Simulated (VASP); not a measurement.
# Os (Fm-3m) in VASP: settings compared, part 2 of 2

VASP 6.6.1.

**4. Atomic charges, PW91+ULG (cell strained at random at fixed volume)**

INCAR reads:

```
SYSTEM = Os
PREC = Accurate ; ENCUT = 520
EDIFF = 1E-6 ; ISMEAR = -5
SIGMA = 0.05 ; LREAL = .FALSE.
LASPH = .TRUE. ; NELM = 80
ALGO = Fast ; ISIF = 2
LWAVE = .FALSE. ; LCHARG = .FALSE.
GGA = 91 ; IVDW = 3
LORBIT = 10
```

KPOINTS reads:

```
Automatic mesh
0
G
  12 12 12
  0 0 0
```

POSCAR reads:

```
Os
1.0
   -0.0528680000      1.9726330000      1.9284260000
    1.9402320000     -0.0268800000      1.9024380000
    1.9186050000      1.9250180000     -0.0052530000
Os
1
Direct
    0.0126280000      0.0236170000     -0.0350050000
```

Potentials or basis: VASP PAW PBE potentials, release 64 (Os).

On the command line:

```
> cat potpaw_PBE.64/Os/POTCAR > POTCAR
> mpirun -np 1 vasp_std > vasp.out
```

OUTCAR:

```text
SYSTEM = Os
   PREC = Accurate
   ENCUT = 520
   EDIFF = 1E-6
   ISMEAR = -5
   LREAL = .FALSE.
   LASPH = .TRUE.
   NELM = 80
   ISIF = 2
   GGA = 91
   IVDW = 3
   LORBIT = 10
  IVDW =   3

 ion  position               nearest neighbor table
   1  0.013  0.024  0.965-

  LATTYP: Found a triclinic cell.
 ALAT       =     4.7298258170
 B/A-ratio  =     0.5746217413
 C/A-ratio  =     0.5969198628
 COS(alpha) =     0.0032567499
 COS(beta)  =     0.3088835389
 COS(gamma) =     0.8613420002

  Lattice vectors:

 A1 = (   1.8657370000,   3.8976510000,   1.9231730000)
 A2 = (   1.9186050000,   1.9250180000,  -0.0052530000)
 A3 = (  -1.9931000000,   1.9995130000,   0.0259880000)

Analysis of symmetry for initial positions (statically):
=====================================================================
 Subroutine PRICEL returns:
 Original cell was already a primitive cell.

 Routine SETGRP: Setting up the symmetry group for a
 triclinic supercell.

 Subroutine GETGRP returns: Found  2 space group operations
 (whereof  1 operations were pure point group operations)
 out of a pool of  2 trial point group operations.

The static configuration has the point symmetry C_1 .
 The point group associated with its full space group is S_2 .

Analysis of symmetry for dynamics (positions and initial velocities):
=====================================================================
 Subroutine PRICEL returns:
 Original cell was already a primitive cell.

 Routine SETGRP: Setting up the symmetry group for a
 triclinic supercell.

 Subroutine GETGRP returns: Found  2 space group operations
 (whereof  1 operations were pure point group operations)
 out of a pool of  2 trial point group operations.

The dynamic configuration has the point symmetry C_1 .
 The point group associated with its full space group is S_2 .

 Subroutine INISYM returns: Found  2 space group operations
 (whereof  1 operations are pure point group operations),
 and found     1 'primitive' translations

----------------------------------------------------------------------------------------

                                     Primitive cell

  volume of cell :      14.7160

  direct lattice vectors                    reciprocal lattice vectors
    -0.052868000  1.972633000  1.928426000    -0.248851250  0.248724375  0.257309237
     1.940232000 -0.026880000  1.902438000     0.252964525 -0.251401124  0.264099262
     1.918605000  1.925018000 -0.005253000     0.258538816  0.261088690 -0.259985987

  length of vectors
     2.759148930  2.717442381  2.717860747     0.435888521  0.443781474  0.450113693

  position of ions in fractional coordinates (direct lattice)
     0.012628000  0.023617000  0.964995000

  ion indices of the primitive-cell ions
   primitive index   ion index
                 1           1

----------------------------------------------------------------------------------------

 KPOINTS: Automatic mesh

Automatic generation of k-mesh.
 Grid dimensions read from file:
[... 28 lines left out ...]
  0.333333  0.000000  0.000000      2.000000
  0.416667  0.000000  0.000000      2.000000
[... 16 lines left out ...]
  0.250000  0.166667 -0.000000      2.000000
  0.333333  0.166667  0.000000      2.000000
 [... further k-points ...]
   k-points           NKPTS =    868   k-points in BZ     NKDIM =    868   number of bands    NBANDS=      8
   number of dos      NEDOS =    301   number of ions     NIONS =      1
   total plane-waves  NPLWV =   9600
   dimension x,y,z NGX =    24 NGY =   20 NGZ =   20
   dimension x,y,z NGXF=    48 NGYF=   40 NGZF=   40
   ions per type =               1
   NGX,Y,Z   is equivalent  to a cutoff of  14.46, 12.24, 12.23 a.u.
   NGXF,Y,Z  is equivalent  to a cutoff of  28.92, 24.47, 24.47 a.u.
 SYSTEM =  Os
   PREC   = accura    normal or accurate (medium, high low for compatibility)
   ISTART =      0    job   : 0-new  1-cont  2-samecut
   ICHARG =      2    charge: 1-file 2-atom 10-const
   ISPIN  =      1    spin polarized calculation?
   LNONCOLLINEAR =      F non collinear calculations
   LSORBIT =      F    spin-orbit coupling
   LASPH  =      T    aspherical Exc in radial PAW
   ENCUT  =  520.0 eV  38.22 Ry    6.18 a.u.   5.13  5.05  5.05*2*pi/ulx,y,z
   NELM   =     80;   NELMIN=  2; NELMDL= -5     # of ELM steps
   EDIFF  = 0.1E-05   stopping-criterion for ELM
   LREAL  =      F    real-space projection
   EDIFFG = 0.1E-04   stopping-criterion for IOM
   NSW    =      0    number of steps for IOM
   IBRION =     -1    ionic relax: 0-MD 1-quasi-New 2-CG
   NFREE  =      0    steps in history (QN), initial steepest desc. (CG)
   ISIF   =      2    stress and relaxation
   ISYM   =      2    0-nonsym 1-usesym 2-fastsym
   POTIM  = 0.5000    time-step for ionic-motion
   TEBEG  =    0.0;   TEEND  =   0.0 temperature during run
   PSTRESS=    0.0 pullay stress
   NELECT =       8.0000    total number of electrons
   NUPDOWN=      -1.0000    fix difference up-down
   EMIN   =  10.00;   EMAX   =-10.00  energy-range for DOS
   EFERMI =   0.00;   METHOD = LEGACY
   ISMEAR =    -5;   SIGMA  =   0.05  broadening in eV -4-tet -1-fermi 0-gaus
   EFERMI_NEDOS =   21; number of points for ismear=-14 and -15
   IALGO  =     68    algorithm
   IMIX   =      4    mixing-type and parameters
     AMIX     =   0.40;   BMIX     =  1.00
     AMIX_MAG =   1.60;   BMIX_MAG =  1.00
  volume/ion in A,a.u.               =      14.72        99.31
  Fermi-wavevector in a.u.,A,eV,Ry     =   1.336109  2.524880 24.288950  1.785187
  Thomas-Fermi vector in A             =   2.464761
   LORBIT       =     10    0 simple, 1 ext, 2 COOP (PROOUT), +10 PAW based schemes
   GGA     = 91    functional components
   LHFCALC =     F    Hartree Fock is set to
   AEXX    =    0.0000 exact exchange contribution
   IVDW    =     3    specifies the selected vdW correction
   LEPSILON=     F    determine dielectric tensor
   LRPA    =     F    only Hartree local field effects (RPA)
 non-spin polarized calculation
 RMM-DIIS sequential band-by-band and
 Fermi weights with tetrahedron method with Bloechl corrections
  energy-cutoff  :      520.00
  volume of cell :       14.72
 maximum number of plane-waves:       408
 NGX is ok and might be reduce to    24
   NGX = 11   NGY = 11   NGZ = 11

 number of electron       8.0000000 magnetization

 Free energy of the ion-electron system (eV)
  ---------------------------------------------------
  ext. energy  EPLUGINS =         0.00000000
  ---------------------------------------------------
  free energy    TOTEN  =       -11.00890603 eV

  energy without entropy =      -11.00890603  energy(sigma->0) =      -11.00890603

 E-fermi :   8.6648     XC(G=0): -13.7486

 val. band max:        8.8211985889   @ k =   0.0000   0.2500   0.0000
 cond. band min:       8.4472255420   @ k =   0.2500   0.5000   0.2500
 fundamental gap:     -0.3739730469
 Fermi energy:         8.6647998914

 k-point     1 :       0.0000    0.0000    0.0000
  band No.  band energies     occupation
      1      -1.6908      2.00000
      2       5.3909      2.00000
      3       5.9879      2.00000
      4       6.0769      2.00000
      5       8.4985      2.00000
      6       8.8689     -0.01815
      7      22.9241      0.00000
      8      27.6155      0.00000
[... 243 lines left out ...]
 k-point    24 :       0.3333    0.1667    0.0000
  band No.  band energies     occupation
      1       1.6447      2.00000
      2       4.2101      2.00000
      3       5.8738      2.00000
      4       7.2090      2.00000
      5       9.0581      0.32604
      6      10.1657      0.00000
      7      22.3738      0.00000
      8      26.5086      0.00000

 [... further k-points ...]

------------------------ aborting loop because EDIFF is reached ----------------------------------------

  ULGs method for vdW energy calculation

  Number of pair interactions contributing to vdW energy:   35588

  Edisp (eV):   -0.01703

  FORCE on cell =-STRESS in cart. coord.  units (eV):
  Direction    XX          YY          ZZ          XY          YZ          ZX
  --------------------------------------------------------------------------------------
  -------------------------------------------------------------------------------------
  Total      -0.64513    -0.72803    -0.20767     0.95987    -0.28706     0.43918
  in kB     -70.23713   -79.26327   -22.60940   104.50465   -31.25273    47.81541
  external pressure =      -57.37 kB  Pullay stress =        0.00 kB

 VOLUME and BASIS-vectors are now :
 -----------------------------------------------------------------------------
  energy-cutoff  :      520.00
  volume of cell :       14.72
      direct lattice vectors                 reciprocal lattice vectors
    -0.052868000  1.972633000  1.928426000    -0.248851250  0.248724375  0.257309237
     1.940232000 -0.026880000  1.902438000     0.252964525 -0.251401124  0.264099262
     1.918605000  1.925018000 -0.005253000     0.258538816  0.261088690 -0.259985987

 POSITION                                       TOTAL-FORCE (eV/Angst)
 -----------------------------------------------------------------------------------
      1.89660      1.88191      0.06421         0.000000      0.000000      0.000000
 -----------------------------------------------------------------------------------
    total drift:                               -0.000000      0.000002     -0.000002

  FREE ENERGIE OF THE ION-ELECTRON SYSTEM (eV)
  ---------------------------------------------------
  free  energy   TOTEN  =       -11.0259325284 eV

  energy  without entropy=      -11.0259325284  energy(sigma->0) =      -11.02593253

 total charge

# of ion       s       p       d       tot
------------------------------------------
    1        0.644   0.708   5.986   7.338
```

OSZICAR:

```text
N       E                     dE             d eps       ncg     rms          rms(c)
DAV:   1     0.320126248450E+02    0.32013E+02   -0.43024E+03 14432   0.926E+02
DAV:   2    -0.108624151455E+02   -0.42875E+02   -0.41826E+02 14272   0.225E+02
DAV:   3    -0.117428118185E+02   -0.88040E+00   -0.87624E+00 18904   0.307E+01
DAV:   4    -0.117451665545E+02   -0.23547E-02   -0.23470E-02 19712   0.164E+00
DAV:   5    -0.117451680254E+02   -0.14709E-05   -0.14652E-05 19168   0.225E-02    0.155E+01
RMM:   6    -0.111568011204E+02    0.58837E+00   -0.44425E-01 13935   0.663E+00    0.600E+00
RMM:   7    -0.110103872875E+02    0.14641E+00   -0.50290E-01 14266   0.565E+00    0.274E-01
RMM:   8    -0.110101303450E+02    0.25694E-03   -0.28365E-02 15096   0.272E+00    0.874E-01
RMM:   9    -0.110102123304E+02   -0.81985E-04   -0.60631E-03 15665   0.643E-01    0.146E-01
RMM:  10    -0.110088616636E+02    0.13507E-02   -0.31107E-03 14672   0.805E-01    0.979E-02
RMM:  11    -0.110089030292E+02   -0.41366E-04   -0.12602E-04 16063   0.168E-01    0.170E-01
RMM:  12    -0.110089185799E+02   -0.15551E-04   -0.12810E-05 16004   0.320E-02    0.789E-02
RMM:  13    -0.110089148391E+02    0.37407E-05   -0.22807E-06 12441   0.143E-02    0.694E-03
RMM:  14    -0.110089086855E+02    0.61536E-05   -0.61384E-07  9828   0.798E-03    0.658E-03
RMM:  15    -0.110089059199E+02    0.27657E-05   -0.16807E-07  8733   0.429E-03    0.147E-03
RMM:  16    -0.110089060257E+02   -0.10585E-06   -0.12759E-08  6403   0.197E-03
   1 F= -.11025933E+02 E0= -.11025933E+02  d E =0.000000E+00
```

Wall time 69 s (1 thread of Intel Xeon Platinum 8259CL at 2.50GHz (Skylake/Cascade Lake), shared host); peak memory 0.24 GiB.

What came out:

| Property | Result |
| --- | --- |
| Free energy | -11.0259 eV |
| Pressure | -5.7 GPa |
| Band gap on the k mesh | none (metal or under the smearing width) |
| Valence electrons inside the program's atomic spheres | Os 7.34 |
| Dispersion energy per atom | -0.017 eV |

Caveat: atom-pairwise D2, TS and ULG terms overbind metals; the PAW data sets were made with another functional, which shifts forces and pressure a little; pairwise dispersion overbinds metals, which lowers pressure and volume; tetrahedron occupations give inexact forces and stress in metals. The run has no spin-orbit coupling, so splittings on Os are missing.
